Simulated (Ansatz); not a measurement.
Here is an Ansatz 0.2.0 calculation.

Contents of input.yaml:

```yaml
crystal:
  lattice:
    - [3.5613831954, 0.0, 0.0]
    - [-1.7806915977, 3.0842483198, 0.0]
    - [0.0, 0.0, 38.99026814]
  atoms:
    - { symbol: Te, position: [0.3333333333, 0.6666666667, 0.32822317] }
    - { symbol: Te, position: [0.3333333333, 0.6666666667, 0.95181809] }
    - { symbol: Te, position: [0.6666666667, 0.3333333333, 0.14008092] }
    - { symbol: Te, position: [0.6666666667, 0.3333333333, 0.76363067] }
    - { symbol: Te, position: [0.6666666667, 0.3333333333, 0.04818191] }
    - { symbol: Te, position: [0.6666666667, 0.3333333333, 0.67177683] }
    - { symbol: Te, position: [0.3333333333, 0.6666666667, 0.23636933] }
    - { symbol: Te, position: [0.3333333333, 0.6666666667, 0.85991908] }
    - { symbol: Mo, position: [0.6666666667, 0.3333333333, 0.282338] }
    - { symbol: Mo, position: [0.6666666667, 0.3333333333, 0.90585884] }
    - { symbol: Mo, position: [0.3333333333, 0.6666666667, 0.09414116] }
    - { symbol: Mo, position: [0.3333333333, 0.6666666667, 0.717662] }
hamiltonian:
  xc: pbe
  pseudopotentials: { kind: paw }
kpoints:
  mp_grid: { grid: [9, 9, 1] }
scf:
  occupations: { method: gaussian, width: 0.014 }
output:
  forces: true
  stress: true
  eigenvalues: true
```

Potentials or basis: Ansatz PAW.

The run is started by

```bash
$ ansatz run input.yaml --threads 4 --pin off --max-ram 11264MiB --backend cpu --events-out ev --progress --plain --runs-dir out
```

**Question.** What does it give for the largest force?

**Answer.** 0.217 eV/Å.

**Question.** Predict the band gap on the k mesh.

**Answer.** 1.00 eV, direct.

Stress tensor (GPa, compression positive):
```
0.29 0.00 0.00
0.00 0.29 0.00
0.00 0.00 1.23
```

Caveat: odd divisions of the mesh miss points on the zone boundary, where band edges often lie, so the gap on the mesh can be too wide; spin-orbit coupling is left out, which moves the levels of the heavy elements. A hybrid or GW would open this gap; PBE tends to underestimate it.
